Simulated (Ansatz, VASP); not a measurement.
# CaS (Oldhamite) in VASP and in Ansatz

```
Ca S
1.0
     0.00000    2.78496    2.78496
     2.78496    0.00000    2.78496
     2.78496    2.78496    0.00000
Ca S
1 1
Direct
  0.00000 0.00000 0.00000
  0.50000 0.50000 0.50000
```

Change from the starting cell: volume scaled by 0.94.

Alike in both runs: task single point; functional PBE; k mesh 8 × 8 × 8; occupations fermi-dirac, width 0.05 eV; no spin polarisation.

```csv
,VASP,Ansatz
version,VASP 6.6.1,Ansatz 0.2.0
potentials or method,"VASP PAW PBE potentials, release 64 (Ca_sv, S)",Ansatz PAW
plane-wave cutoff (eV),520,420
valence electrons in the cell,16,16
```

Ansatz gave:

```
gap on the k mesh at the Fermi level (eV) : 2.20
least direct gap on the mesh (eV)         : 3.05
pressure (GPa)                            : 5.0
```

**Question.** Which values does VASP return?

**Answer.** gap on the k mesh at the Fermi level (eV): 2.19; least direct gap on the mesh (eV): 3.04; pressure (GPa): 5.2.

A k mesh can miss the band edges.
